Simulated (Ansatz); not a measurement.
Runs of Ansatz 0.2.0 on NiO2. The structure is trigonal, space group P-3m1 (No. 164). Conventional cell: a = 2.799 Å, b = 2.799 Å, c = 4.618 Å, α = 90.00°, β = 90.00°, γ = 120.00°. Ni (site symmetry -3m) has 6 O at 1.88 Å as nearest neighbours. O (site symmetry 3m) has 3 Ni at 1.88 Å as nearest neighbours. The cell comes from a database or a generator and needn't be the stable form of this composition.

| task | level | cutoff (eV) | points for each segment of the path | gap on the mesh (eV) | pressure (GPa) | moment (μB) | V0 of scaled cells (Å³/atom) | B0 (GPa) | largest force (eV/Å) |
| --- | --- | --- | --- | --- | --- | --- | --- | --- | --- |
| equation of state | PBEsol | 420 | - | - | - | - | 10.20 | 204 | - |
| equation of state | LDA | 420 | - | - | - | - | 9.86 | (b) | - |
| equation of state | r2SCAN | 500 | - | - | - | - | 10.16 | 212 | - |
| band structure | r2SCAN | 500 | 14 | 1.39 | (a) | 0.00 | - | - | 0.43 |
| band structure | PBEsol | 420 | 14 | 0.89 | -4.6 | 0.00 | - | - | 0.47 |
| band structure | LDA | 420 | 14 | 0.81 | -11.3 | 0.00 | - | - | 0.87 |

Alike in all rows: potentials or basis Ansatz PAW; spin collinear, ferromagnetic start; cell as given; k mesh 11 × 11 × 6; smearing fermi-dirac 0.05 eV.

Q: Fill in the values left out.

A: (a) -5.4; (b) 223.

Caveats: the cell was scaled at fixed shape and fractional positions, which overstates the stiffness of a crystal with free parameters, most of all of layers and chains (some runs); the PAW data sets come from PBE, with cores solved anew for the run's functional, which leaves a small shift of forces and pressure (some runs); the starting moments weren't kept (some runs); the magnetic or orbital state may not be the lowest (some runs); the PAW data sets were made with another functional, which shifts forces and pressure a little (some runs).

A k mesh can miss the band edges.

Runs at the PBE level aren't shown here.
